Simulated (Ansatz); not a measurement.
MgF2:
```cif
data_F4Mg2
_chemical_formula_sum 'Mg2 F4'
_space_group_name_H-M_alt 'P 1'
_space_group_IT_number 1
_cell_length_a 4.63832
_cell_length_b 4.63832
_cell_length_c 3.06243
_cell_angle_alpha 90.000
_cell_angle_beta 90.000
_cell_angle_gamma 90.000
loop_
_space_group_symop_operation_xyz
  'x, y, z'
loop_
_atom_site_label
_atom_site_type_symbol
_atom_site_fract_x
_atom_site_fract_y
_atom_site_fract_z
_atom_site_occupancy
Mg1 Mg 0.50000 0.50000 0.50000 1
Mg2 Mg 0.00000 0.00000 0.00000 1
F1 F 0.69660 0.69660 0.00000 1
F2 F 0.30340 0.30340 0.00000 1
F3 F 0.80340 0.19660 0.50000 1
F4 F 0.19660 0.80340 0.50000 1
```

Relaxed with PBEsol.

### Question
Give the optical modes at the zone centre with their infrared activity from DFPT, PBEsol (plane waves, PAW; program Ansatz).

### Answer
Transverse frequencies, without the LO–TO term; a row sums one degenerate level.

```csv
ω (cm⁻¹),degeneracy,IR ((D/Å)²/amu),activity,symmetry
85,1,0.00,IR-inactive,B1g
199,1,0.00,IR-inactive,B1u
234,2,7.54,IR,Eu
286,1,0.00,IR-inactive,A2g
286,2,0.00,IR-inactive,Eg
395,1,13.40,IR,A2u
397,1,0.00,IR-inactive,A1g
403,2,2.43,IR,Eu
417,1,0.00,IR-inactive,B1u
444,2,14.84,IR,Eu
500,1,0.00,IR-inactive,B2g
```

### Question
How high does the top mode go among those that the LO–TO term moves?

### Answer
603 cm⁻¹ for q along x, 603 cm⁻¹ for q along y, 605 cm⁻¹ for q along z.

Space group P4_2/mnm (rutile). The cell was relaxed with PBEsol under the symmetry of its start; phonons on a q-mesh show no instability.

Potentials: the later of the program's two PAW sets.
